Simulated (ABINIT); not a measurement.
# CdTe (F-43m) in ABINIT: settings compared

One crystal, CdTe, is run at these levels: PBE, PBEsol, RPBE, BLYP, revPBE; tasks: equation of state.

Everything below comes from runs of ABINIT 10.8.3 (patched build). Logs are shortened: lines on timing, memory, paths and dates and some standing lists are left out, and cuts for length are marked. The log counts tension as positive stress, the text compression.

**What was measured.**

“Multiscale insight into the Cd1-xZnxTe vibrational-mechanical properties -- High-pressure experiments and ab initio calculations”, 2023, arxiv:2306.14539 quotes, for a powder of CdTe: bulk modulus 42 ± 2 GPa.

How close the calculation comes is told below.

**1. The structure**

It takes space group F-43m (No. 216, cubic). Conventional cell: a = 6.410 Å, b = 6.410 Å, c = 6.410 Å, α = 90.00°, β = 90.00°, γ = 90.00°. Te (site symmetry -43m) has 4 Cd at 2.78 Å as nearest neighbours. Cd (site symmetry -43m) has 4 Te at 2.78 Å as nearest neighbours.

**2. Equation of state, PBE**

Contents of run.abi:

```
# Datasets: one volume each
ndtset 7
getwfk -1
scalecart1 3*0.9795861087
scalecart2 3*0.9864848297
scalecart3 3*0.9932883884
scalecart4 3*1.0000000000
scalecart5 3*1.0066227096
scalecart6 3*1.0131594038
scalecart7 3*1.0196128224

# Pseudopotentials
pp_dirpath "./"
pseudos "Te.GGA_PBE-JTH.xml, Cd.GGA_PBE-JTH.xml"

# Structure
acell 3*1.0 Angstrom
rprim
     0.0000000000     3.2050000000     3.2050000000
     3.2050000000     0.0000000000     3.2050000000
     3.2050000000     3.2050000000     0.0000000000
ntypat 2
znucl 52 48
natom 2
typat 1 2
xred
     0.7500000000     0.7500000000     0.7500000000
     0.0000000000     0.0000000000     0.0000000000

# Plane-wave basis
ecut 26.0
pawecutdg 48.0
pawxcdev 0

# k points
kptopt 1
ngkpt 7 7 7
nshiftk 1
shiftk 0.0 0.0 0.0

# Exchange and correlation
ixc 11

# Bands and occupations
nband 13
occopt 3
tsmear 0.00183747

# SCF cycle
nstep 100
tolvrs 1.0e-9

# Output
iomode 3
prtwf 1
prtden 0
prteig 0
prtebands 0
```

Potentials or basis: JTH PAW PBE v2.0.

Launch:

```console
$ abinit run.abi > log 2>&1
```

run.abo:

```text
.Version 10.8.3 of ABINIT
 DATASET    1 : space group F-4 3 m (#216); Bravais cF (face-center cubic)
================================================================================
 Values of the parameters that define the memory need for DATASET  1.
     intxc =       0    ionmov =       0      iscf =      17    lmnmax =      18
     lnmax =       6     mgfft =      40  mpssoang =       3    mqgrid =    3001
     natom =       2  nloc_mem =       2    nspden =       1   nspinor =       1
    nsppol =       1      nsym =      24    n1xccc =       1    ntypat =       2
    occopt =       3   xclevel =       2
       mpw =        2677          nfft =       64000          nkpt =          20
 PAW method is used; the additional fine FFT grid is defined by:
   mgfftf=        54    nfftf =    157464
================================================================================
================================================================================
[... 71 lines left out ...]
 DATASET    7 : space group F-4 3 m (#216); Bravais cF (face-center cubic)
================================================================================
 Values of the parameters that define the memory need for DATASET  7.
     intxc =       0    ionmov =       0      iscf =      17    lmnmax =      18
     lnmax =       6     mgfft =      45  mpssoang =       3    mqgrid =    3001
     natom =       2  nloc_mem =       2    nspden =       1   nspinor =       1
    nsppol =       1      nsym =      24    n1xccc =       1    ntypat =       2
    occopt =       3   xclevel =       2
       mpw =        3002          nfft =       91125          nkpt =          20
 PAW method is used; the additional fine FFT grid is defined by:
   mgfftf=        60    nfftf =    216000
================================================================================
================================================================================

--------------------------------------------------------------------------------
------------- Echo of variables that govern the present computation ------------
--------------------------------------------------------------------------------
 -outvars: echo values of preprocessed input variables --------
            acell      1.8897261259E+00  1.8897261259E+00  1.8897261259E+00 Bohr
              amu      1.27600000E+02  1.12411000E+02
             ecut      2.60000000E+01 Hartree
           getwfk          -1
              ixc          11
           jdtset        1    2    3    4    5    6    7
         kptrlatt        7    0    0      0    7    0      0    0    7
          kptrlen1     5.87330504E+01
          kptrlen2     5.91466770E+01
          kptrlen3     5.95545980E+01
          kptrlen4     5.99570062E+01
          kptrlen5     6.03540840E+01
          kptrlen6     6.07460046E+01
          kptrlen7     6.11329323E+01
            natom           2
            nband          13
           ndtset           7
            ngfft1         40      40      40
            ngfft2         40      40      40
            ngfft3         40      40      40
            ngfft4         40      40      40
            ngfft5         40      40      40
            ngfft6         40      40      40
            ngfft7         45      45      45
          ngfftdg1         54      54      54
          ngfftdg2         54      54      54
          ngfftdg3         54      54      54
          ngfftdg4         54      54      54
          ngfftdg5         54      54      54
          ngfftdg6         60      60      60
          ngfftdg7         60      60      60
             nkpt          20
            nstep         100
             nsym          24
           ntypat           2
           occopt           3
        pawecutdg      4.80000000E+01 Hartree
         pawxcdev           0
           prtden           0
        prtebands           0
           prteig           0
            rprim1     0.0000000000E+00  3.1395734784E+00  3.1395734784E+00
                       3.1395734784E+00  0.0000000000E+00  3.1395734784E+00
                       3.1395734784E+00  3.1395734784E+00  0.0000000000E+00
            rprim2     0.0000000000E+00  3.1616838792E+00  3.1616838792E+00
                       3.1616838792E+00  0.0000000000E+00  3.1616838792E+00
[... 34 lines left out ...]
                       0.0000000000E+00  0.0000000000E+00  0.0000000000E+00
            xcart1     8.8994010395E+00  8.8994010395E+00  8.8994010395E+00
                       0.0000000000E+00  0.0000000000E+00  0.0000000000E+00
            xcart2     8.9620749425E+00  8.9620749425E+00  8.9620749425E+00
                       0.0000000000E+00  0.0000000000E+00  0.0000000000E+00
            xcart3     9.0238843096E+00  9.0238843096E+00  9.0238843096E+00
                       0.0000000000E+00  0.0000000000E+00  0.0000000000E+00
            xcart4     9.0848583503E+00  9.0848583503E+00  9.0848583503E+00
                       0.0000000000E+00  0.0000000000E+00  0.0000000000E+00
            xcart5     9.1450247289E+00  9.1450247289E+00  9.1450247289E+00
                       0.0000000000E+00  0.0000000000E+00  0.0000000000E+00
            xcart6     9.2044096698E+00  9.2044096698E+00  9.2044096698E+00
                       0.0000000000E+00  0.0000000000E+00  0.0000000000E+00
            xcart7     9.2630380637E+00  9.2630380637E+00  9.2630380637E+00
                       0.0000000000E+00  0.0000000000E+00  0.0000000000E+00
             xred      7.5000000000E-01  7.5000000000E-01  7.5000000000E-01
                       0.0000000000E+00  0.0000000000E+00  0.0000000000E+00
            znucl       52.00000   48.00000

================================================================================

 chkinp: Checking input parameters for consistency, jdtset=   1.

 chkinp: Checking input parameters for consistency, jdtset=   2.
[... 40 lines left out ...]
 getcut: wavevector=  0.0000  0.0000  0.0000  ngfft=  54  54  54
         ecut(hartree)=     48.000   => boxcut(ratio)=   2.06430

--- Pseudopotential description ------------------------------------------------
- pspini: atom type   1  psp file is ./Te.GGA_PBE-JTH.xml
 Pseudopotential format is: paw10
 basis_size (lnmax)=  4 (lmn_size=  8), orbitals=   0   0   1   1
 Spheres core radius: rc_sph= 2.31107438
 Shapefunction is SIN type: shapef(r)=[sin(pi*r/rshp)/(pi*r/rshp)]**2
 Radius for shape functions =  2.10488624
 Compensation charge density is not taken into account in XC energy/potential

- pspini: atom type   2  psp file is ./Cd.GGA_PBE-JTH.xml
 Pseudopotential format is: paw10
 basis_size (lnmax)=  6 (lmn_size= 18), orbitals=   0   0   1   1   2   2
 Spheres core radius: rc_sph= 2.50233826
 Shapefunction is BESSEL type: shapef(r,l)=aa(1,l)*jl(q(1,l)*r)+aa(2,l)*jl(q(2,l)*r)
 Radius for shape functions =  2.31074885
 Compensation charge density is not taken into account in XC energy/potential

   2.44797133E+03                                ecore*ucvol(ha*bohr**3)
--------------------------------------------------------------------------------

================================================================================

--- !BeginCycle
iteration_state: {dtset: 1, }
solver: {iscf: 17, nstep: 100, nline: 4, wfoptalg: 10, }
tolerances: {tolvrs: 1.00E-09, }
...
[... 926 lines left out ...]
 getcut: wavevector=  0.0000  0.0000  0.0000  ngfft=  60  60  60
         ecut(hartree)=     48.000   => boxcut(ratio)=   2.21690

 getcut : COMMENT -
  Note that boxcut > 2.2 ; recall that boxcut=Gcut(box)/Gcut(sphere) = 2
  is sufficient for exact treatment of convolution.
  Such a large boxcut is a waste : you could raise ecut
  e.g. ecut=   58.975672 Hartrees makes boxcut=2

--------------------------------------------------------------------------------

-inwffil : will read wavefunctions from disk file runo_DS5_WFK.nc

================================================================================
[... 179 lines left out ...]
 getcut: wavevector=  0.0000  0.0000  0.0000  ngfft=  60  60  60
         ecut(hartree)=     48.000   => boxcut(ratio)=   2.20287

 getcut : COMMENT -
  Note that boxcut > 2.2 ; recall that boxcut=Gcut(box)/Gcut(sphere) = 2
  is sufficient for exact treatment of convolution.
  Such a large boxcut is a waste : you could raise ecut
  e.g. ecut=   58.231488 Hartrees makes boxcut=2

--------------------------------------------------------------------------------

-inwffil : will read wavefunctions from disk file runo_DS6_WFK.nc

================================================================================
[... 143 lines left out ...]
-Cartesian components of stress tensor (GPa)         [Pressure=  1.3729E+00 GPa]
- sigma(1 1)= -1.37293146E+00  sigma(3 2)=  0.00000000E+00
- sigma(2 2)= -1.37293146E+00  sigma(3 1)=  0.00000000E+00
- sigma(3 3)= -1.37293146E+00  sigma(2 1)=  0.00000000E+00

== END DATASET(S) ==============================================================
================================================================================

 -outvars: echo values of variables after computation  --------
            acell      1.8897261259E+00  1.8897261259E+00  1.8897261259E+00 Bohr
           etotal1    -5.5898638005E+01
           etotal2    -5.5900913892E+01
           etotal3    -5.5902776727E+01
           etotal4    -5.5904266845E+01
           etotal5    -5.5905421947E+01
           etotal6    -5.5906277736E+01
           etotal7    -5.5906861651E+01
            fcart1     1.1346178852E-29  1.1346178852E-29 -3.4038536556E-29
                      -1.1346178852E-29 -1.1346178852E-29  3.4038536556E-29
            fcart2    -0.0000000000E+00 -0.0000000000E+00 -0.0000000000E+00
                      -0.0000000000E+00 -0.0000000000E+00 -0.0000000000E+00
            fcart3    -1.7483843501E-31 -1.7483843501E-31  5.2451530504E-31
                       1.7483843501E-31  1.7483843501E-31 -5.2451530504E-31
            fcart4    -0.0000000000E+00 -0.0000000000E+00 -0.0000000000E+00
                      -0.0000000000E+00 -0.0000000000E+00 -0.0000000000E+00
            fcart5    -2.7603587432E-30 -2.7603587432E-30  8.2810762295E-30
                       2.7603587432E-30  2.7603587432E-30 -8.2810762295E-30
[... 38 lines left out ...]
                       0.0000000000E+00  0.0000000000E+00  0.0000000000E+00
           xangst1     4.7093602176E+00  4.7093602176E+00  4.7093602176E+00
                       0.0000000000E+00  0.0000000000E+00  0.0000000000E+00
           xangst2     4.7425258188E+00  4.7425258188E+00  4.7425258188E+00
                       0.0000000000E+00  0.0000000000E+00  0.0000000000E+00
           xangst3     4.7752339272E+00  4.7752339272E+00  4.7752339272E+00
                       0.0000000000E+00  0.0000000000E+00  0.0000000000E+00
           xangst4     4.8075000000E+00  4.8075000000E+00  4.8075000000E+00
                       0.0000000000E+00  0.0000000000E+00  0.0000000000E+00
           xangst5     4.8393386764E+00  4.8393386764E+00  4.8393386764E+00
                       0.0000000000E+00  0.0000000000E+00  0.0000000000E+00
           xangst6     4.8707638338E+00  4.8707638338E+00  4.8707638338E+00
                       0.0000000000E+00  0.0000000000E+00  0.0000000000E+00
           xangst7     4.9017886437E+00  4.9017886437E+00  4.9017886437E+00
                       0.0000000000E+00  0.0000000000E+00  0.0000000000E+00
             xred      7.5000000000E-01  7.5000000000E-01  7.5000000000E-01
                       0.0000000000E+00  0.0000000000E+00  0.0000000000E+00
 Calculation completed.
```

Wall time 3 min (1 thread of Arm Neoverse V2, shared host); peak memory 0.22 GiB.

What came out:

* Equilibrium volume: 36.27 Å³/atom (rough: see the caveat)
* Bulk modulus: 36 GPa (rough)

Energy against volume, from the lowest point:
```csv
volume (Å³/atom),energy (meV/atom)
30.947,111.89
31.605,80.92
32.263,55.58
32.922,35.30
33.580,19.59
34.239,7.94
34.897,0.00
```

Caveat: pressures at fixed basis lie under the slope of the energies; the minimum lies outside the volumes run. The run has no spin-orbit coupling, so splittings on Te are missing.

**3. Equation of state, PBEsol**

run.abi, as its differences from that of step 2:

```diff
@@ -41,3 +41,3 @@
 # Exchange and correlation
-ixc 11
+ixc -116133
```

Potentials or basis: JTH PAW PBE v2.0.

Launch:

```console
$ abinit run.abi > log 2>&1
```

It took 4.9 min on 1 thread of Arm Neoverse V2, shared host; peak memory 0.22 GiB.

It converged, with:

| Property | Result |
| --- | --- |
| Equilibrium volume | 34.26 Å³/atom |
| Bulk modulus | 42 GPa |
| Pressure derivative of the bulk modulus | 4.8 |

Energy against volume, from the lowest point:
| volume (Å³/atom) | energy (meV/atom) |
| --- | --- |
| 30.947 | 50.78 |
| 31.605 | 31.30 |
| 32.263 | 16.99 |
| 32.922 | 7.33 |
| 33.580 | 1.82 |
| 34.239 | 0.00 |
| 34.897 | 1.52 |

Caveat: pressures at fixed basis lie under the slope of the energies; the PAW data sets were made with another functional, which shifts forces and pressure a little.

**4. Equation of state, RPBE**

run.abi, as its differences from that of step 3:

```diff
@@ -41,3 +41,3 @@
 # Exchange and correlation
-ixc -116133
+ixc 15
```

Launch:

```console
$ abinit run.abi > log 2>&1
```

Run time: 2.8 min. Hardware: 1 thread of Arm Neoverse V2, shared host; peak memory 0.22 GiB.

It converged, with:

```
Equilibrium volume : 37.90 Å³/atom (rough: see the caveat)
Bulk modulus       : 31 GPa (rough)
```

Energy against volume, from the lowest point:
```tsv
volume (Å³/atom)	energy (meV/atom)
30.947	154.52
31.605	115.95
32.263	83.21
32.922	55.75
33.580	33.03
34.239	14.57
34.897	0.00
```

Caveat: pressures at fixed basis lie under the slope of the energies; the minimum lies outside the volumes run; the PAW data sets were made with another functional, which shifts forces and pressure a little.

**5. Equation of state, BLYP**

run.abi, as its differences from that of step 4:

```diff
@@ -41,3 +41,3 @@
 # Exchange and correlation
-ixc 15
+ixc -106131
```

Launch:

```console
$ abinit run.abi > log 2>&1
```

It took 3.1 min on 1 thread of Arm Neoverse V2, shared host; peak memory 0.22 GiB.

Results (log left out):

- Equilibrium volume: outside the volumes run

Energy against volume, from the lowest point:
| volume (Å³/atom) | energy (meV/atom) |
| --- | --- |
| 30.947 | 179.71 |
| 31.605 | 136.26 |
| 32.263 | 98.95 |
| 32.922 | 67.19 |
| 33.580 | 40.43 |
| 34.239 | 18.17 |
| 34.897 | 0.00 |

Caveat: the PAW data sets were made with another functional, which shifts forces and pressure a little. The run has no spin-orbit coupling, so splittings on Te are missing.

**6. Equation of state, revPBE**

run.abi, as its differences from that of step 5:

```diff
@@ -41,3 +41,3 @@
 # Exchange and correlation
-ixc -106131
+ixc 14
```

Potentials or basis: JTH PAW PBE v2.0.

Launch:

```console
$ abinit run.abi > log 2>&1
```

run.abo:

```text
.Version 10.8.3 of ABINIT
 DATASET    1 : space group F-4 3 m (#216); Bravais cF (face-center cubic)
================================================================================
 Values of the parameters that define the memory need for DATASET  1.
     intxc =       0    ionmov =       0      iscf =      17    lmnmax =      18
     lnmax =       6     mgfft =      40  mpssoang =       3    mqgrid =    3001
     natom =       2  nloc_mem =       2    nspden =       1   nspinor =       1
    nsppol =       1      nsym =      24    n1xccc =       1    ntypat =       2
    occopt =       3   xclevel =       2
       mpw =        2677          nfft =       64000          nkpt =          20
 PAW method is used; the additional fine FFT grid is defined by:
   mgfftf=        54    nfftf =    157464
================================================================================
================================================================================
[... 71 lines left out ...]
 DATASET    7 : space group F-4 3 m (#216); Bravais cF (face-center cubic)
================================================================================
 Values of the parameters that define the memory need for DATASET  7.
     intxc =       0    ionmov =       0      iscf =      17    lmnmax =      18
     lnmax =       6     mgfft =      45  mpssoang =       3    mqgrid =    3001
     natom =       2  nloc_mem =       2    nspden =       1   nspinor =       1
    nsppol =       1      nsym =      24    n1xccc =       1    ntypat =       2
    occopt =       3   xclevel =       2
       mpw =        3002          nfft =       91125          nkpt =          20
 PAW method is used; the additional fine FFT grid is defined by:
[... 1463 lines left out ...]
            acell      1.8897261259E+00  1.8897261259E+00  1.8897261259E+00 Bohr
           etotal1    -5.5824433739E+01
           etotal2    -5.5827115379E+01
           etotal3    -5.5829373229E+01
           etotal4    -5.5831247993E+01
           etotal5    -5.5832777791E+01
           etotal6    -5.5833998610E+01
           etotal7    -5.5834938189E+01
            fcart1    -1.4182723565E-30 -1.4182723565E-30  4.2548170695E-30
                       1.4182723565E-30  1.4182723565E-30 -4.2548170695E-30
            fcart2    -1.4083540435E-30 -1.4083540435E-30  4.2250621305E-30
                       1.4083540435E-30  1.4083540435E-30 -4.2250621305E-30
            fcart3    -0.0000000000E+00 -0.0000000000E+00 -0.0000000000E+00
                      -0.0000000000E+00 -0.0000000000E+00 -0.0000000000E+00
            fcart4     6.9465994938E-31 -4.6838277489E-48 -6.9465994938E-31
                      -6.9465994938E-31  4.6838277489E-48  6.9465994938E-31
            fcart5    -0.0000000000E+00 -0.0000000000E+00 -0.0000000000E+00
                      -0.0000000000E+00 -0.0000000000E+00 -0.0000000000E+00
[... 38 lines left out ...]
                       0.0000000000E+00  0.0000000000E+00  0.0000000000E+00
           xangst1     4.7093602176E+00  4.7093602176E+00  4.7093602176E+00
                       0.0000000000E+00  0.0000000000E+00  0.0000000000E+00
           xangst2     4.7425258188E+00  4.7425258188E+00  4.7425258188E+00
                       0.0000000000E+00  0.0000000000E+00  0.0000000000E+00
           xangst3     4.7752339272E+00  4.7752339272E+00  4.7752339272E+00
                       0.0000000000E+00  0.0000000000E+00  0.0000000000E+00
           xangst4     4.8075000000E+00  4.8075000000E+00  4.8075000000E+00
                       0.0000000000E+00  0.0000000000E+00  0.0000000000E+00
           xangst5     4.8393386764E+00  4.8393386764E+00  4.8393386764E+00
                       0.0000000000E+00  0.0000000000E+00  0.0000000000E+00
           xangst6     4.8707638338E+00  4.8707638338E+00  4.8707638338E+00
                       0.0000000000E+00  0.0000000000E+00  0.0000000000E+00
           xangst7     4.9017886437E+00  4.9017886437E+00  4.9017886437E+00
                       0.0000000000E+00  0.0000000000E+00  0.0000000000E+00
             xred      7.5000000000E-01  7.5000000000E-01  7.5000000000E-01
                       0.0000000000E+00  0.0000000000E+00  0.0000000000E+00
 Calculation completed.
```

Wall time 2.7 min (1 thread of Arm Neoverse V2, shared host); peak memory 0.21 GiB.

What came out:

```
Equilibrium volume : 37.45 Å³/atom (rough: see the caveat)
Bulk modulus       : 32 GPa (rough)
```

Energy against volume, from the lowest point:
| volume (Å³/atom) | energy (meV/atom) |
| --- | --- |
| 30.947 | 142.92 |
| 31.605 | 106.43 |
| 32.263 | 75.72 |
| 32.922 | 50.21 |
| 33.580 | 29.39 |
| 34.239 | 12.78 |
| 34.897 | 0.00 |

Caveat: pressures at fixed basis lie under the slope of the energies; the minimum lies outside the volumes run; the PAW data sets were made with another functional, which shifts forces and pressure a little. Spin-orbit coupling is left out, which matters for the levels of Te.

**7. Comparison with measurements**

Step 3. Against the measured bulk modulus of CdTe, 42 GPa (powder; quoted in “Multiscale insight into the Cd1-xZnxTe vibrational-mechanical properties -- High-pressure experiments and ab initio calculations”, 2023, arxiv:2306.14539), the calculated 42 GPa is off by -0.4 %. The fit is for a static lattice scaled at fixed shape and fixed fractional positions.
